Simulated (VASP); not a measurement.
**ScAl3: relaxation of cell and atoms with BEEF-vdW**

Crystal: ScAl3.

```
CELL_PARAMETERS angstrom
4.08781 0.00000 0.00000
0.00000 4.08781 0.00000
0.00000 0.00000 4.08781
ATOMIC_POSITIONS crystal
Sc 0.00000 0.00000 0.00000
Al 0.50000 0.50000 0.00000
Al 0.00000 0.50000 0.50000
Al 0.50000 0.00000 0.50000
```

The cell is a database's computed one.

```yaml
Program: VASP 6.6.1
Task: relaxation of cell and atoms
Functional: BEEF-vdW
Potentials_or_basis: VASP PAW PBE potentials, release 64 (Sc_sv, Al)
Cutoff: 600 eV
k_mesh: 7 × 7 × 7
Occupations: fermi-dirac, width 0.05 eV
Spin: no spin polarisation
Further_INCAR_settings: ALGO = Normal; EDIFF = 1e-07; IBRION = 2; EDIFFG = -0.005; NSW = 40; ISIF = 3
```

```json
{"Relaxed volume": "17.16 Å³/atom", "Relaxed cell": "a = 4.094 Å, b = 4.094 Å, c = 4.094 Å, α = 90.00°, β = 90.00°, γ = 90.00°", "Space group after relaxing (to 0.05 Å)": "Pm-3m (No. 221)", "Energy gained by relaxing": "0.1 meV/atom", "Ionic steps": "3", "Pressure after relaxing": "0.0 GPa", "Band gap on the k mesh": "none (metal or under the smearing width)"}
```

The path:
| step | energy change (eV) | largest force (eV/Å) | pressure (GPa) | volume (Å³) |
| --- | --- | --- | --- | --- |
| 1 | 0.0000 | 0.0000 | 0.43 | 68.31 |
| 2 | -0.0003 | 0.0000 | -0.17 | 68.76 |
| 3 | -0.0004 | 0.0000 | 0.01 | 68.63 |

Final structure:
```cif
data_structure
_symmetry_space_group_name_H-M 'P 1'
_symmetry_Int_Tables_number 1
_cell_length_a 4.0941
_cell_length_b 4.0941
_cell_length_c 4.0941
_cell_angle_alpha 90.000
_cell_angle_beta 90.000
_cell_angle_gamma 90.000
_cell_volume 68.63
loop_
_atom_site_label
_atom_site_type_symbol
_atom_site_fract_x
_atom_site_fract_y
_atom_site_fract_z
_atom_site_occupancy
Sc1 Sc 0.00000 0.00000 0.00000 1
Al1 Al 0.50000 0.50000 0.00000 1
Al2 Al 0.00000 0.50000 0.50000 1
Al3 Al 0.50000 0.00000 0.50000 1
```

Levels at points of the mesh, in eV from the Fermi level:
```tsv
k point	band 8	band 9	band 10	band 11	band 12	band 13
(0.00, 0.00, 0.00)	-1.73	-1.73	-1.73	1.36	1.36	1.36
```

It took 2.8 min on 1 thread of Intel(R) Xeon(R) 6975P-C (Granite Rapids) (shared host), peak memory 0.48 GiB.

Caveat: the PAW data sets were made with another functional, which shifts forces and pressure a little.
